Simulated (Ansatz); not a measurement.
## CuO: relaxation of cell and atoms with PBE

CuO:

```
Cu O
1.0
    -2.34185    1.71130    0.00000
     0.85003    0.00000   -5.05787
    -2.34185   -5.13390    0.00000
Cu O
4 4
Direct
  0.24800 0.00060 0.24330
  0.74800 0.00060 0.74330
  0.99800 0.50060 0.49330
  0.49800 0.50060 0.99330
  0.70720 0.75060 0.28410
  0.20720 0.75060 0.78410
  0.78880 0.25060 0.20250
  0.30482 0.24579 0.75612
```

The cell isn't the ideal one: atom 8 moved 0.30 Å.

| Quantity | Value |
| --- | --- |
| Program | Ansatz 0.2.0 |
| Task | relaxation of cell and atoms |
| Functional | PBE |
| Potentials or basis | Ansatz PAW |
| Cutoff | 420 eV (not typed: the program's choice for these potentials) |
| k mesh | 9 × 5 × 5 |
| Occupations | fermi-dirac, width 0.05 eV |
| Spin | no spin polarisation |

```yaml
Relaxed_volume: 11.20 Å³/atom
Relaxed_cell: a = 2.950 Å, b = 5.148 Å, c = 6.592 Å, α = 90.00°, β = 116.45°, γ = 90.00°
Space_group_after_relaxing_to_0.05_Å: P4_2/mmc (No. 131)
Energy_gained_by_relaxing: 93.7 meV/atom
Ionic_steps: 21
Pressure_after_relaxing: 0.0 GPa
Band_gap_on_the_k_mesh: none (metal or under the smearing width)
```

The path:
```tsv
step	energy change (eV)	largest force (eV/Å)	volume (Å³)
1	0.0000	2.6268	81.08
2	-0.2890	1.7301	84.21
3	-0.5141	0.3532	86.84
4	-0.5603	0.0124	87.22
5	-0.5609	0.0158	87.29
6	-0.5611	0.0102	87.26
7	-0.6574	0.0095	87.26
8	-0.7056	0.0083	88.79
9	-0.7090	0.0160	89.30
10	-0.7101	0.0072	89.15
11	-0.7099	0.0028	89.20
12	-0.7367	0.0037	89.20
13	-0.7440	0.0025	89.47
14	-0.7444	0.0006	89.57
15	-0.7444	0.0007	89.56
16	-0.7486	0.0005	89.56
17	-0.7493	0.0018	89.60
18	-0.7493	0.0006	89.61
19	-0.7498	0.0006	89.61
20	-0.7499	0.0003	89.61
21	-0.7499	0.0003	89.61
```

Final structure:
```
Cu O
1.0
    -2.08187    2.08337   -0.16328
     0.40304    0.00004   -5.13190
    -2.08297   -6.25163   -0.16342
Cu O
4 4
Direct
  0.25000 0.00000 0.25000
  0.75000 0.00000 0.75000
  0.00000 0.50000 0.50000
  0.50000 0.50000 0.00000
  0.75000 0.74976 0.25001
  0.24999 0.74976 0.75001
  0.75001 0.25024 0.24999
  0.25001 0.25024 0.74999
```

Levels at points of the mesh, in eV from the Fermi level:
```csv
k point,band 46,band 47,band 48,band 49,band 50,band 51,band 52,band 53,band 54,band 55
"(0.00, 0.00, 0.00)",-1.85,-1.54,-1.48,0.22,0.48,0.68,0.69,1.36,3.71,5.79
```

Wall time 10 min on 4 threads of Arm Neoverse N1, with other jobs on the host, peak memory 0.79 GiB.

Caveat: the plane-wave basis is chosen anew once the cell has moved, so the energies of steps on either side of that aren't comparable; the pressure holds a Pulay correction of +0.6 GPa for the finite cutoff; the run has no spin polarisation, though such a crystal can be magnetic; semilocal functionals often make such compounds metallic where correlation or magnetic order opens a gap, which also shifts bond lengths. PBE usually gives volumes a little too large and moduli too small.
